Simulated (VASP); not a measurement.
Be:

```xyz
1
Lattice="-1.2506 1.2506 1.2506 1.2506 -1.2506 1.2506 1.2506 1.2506 -1.2506" Properties=species:S:1:pos:R:3 pbc="T T T"
Be    0.0000    0.0000    0.0000
```

The cell was built by a generator and needn't be a form met in nature.

Base run:

| Item | Value |
| --- | --- |
| Program | VASP 6.6.1 |
| Functional | PBE |
| Potentials or basis | VASP PAW PBE potentials, release 64 (Be) |
| Cutoff | 520 eV |
| k mesh | 10 × 10 × 10 |
| Occupations | gaussian, width 0.05 eV |
| Spin | no spin polarisation |

Its results: band gap on the k mesh none (metal or under the smearing width); pressure 0.1 GPa.

Q: The run is repeated on the same cell with these changes: functional from PBE to HSE06; k mesh from 10 × 10 × 10 to 12 × 12 × 12. What comes out?

A: Band gap on the k mesh none (metal or under the smearing width); pressure -0.8 GPa.

Several settings changed at once, so the effect can't be laid on one alone.

Caveats: the PAW data sets were made with another functional, which shifts forces and pressure a little (some runs).
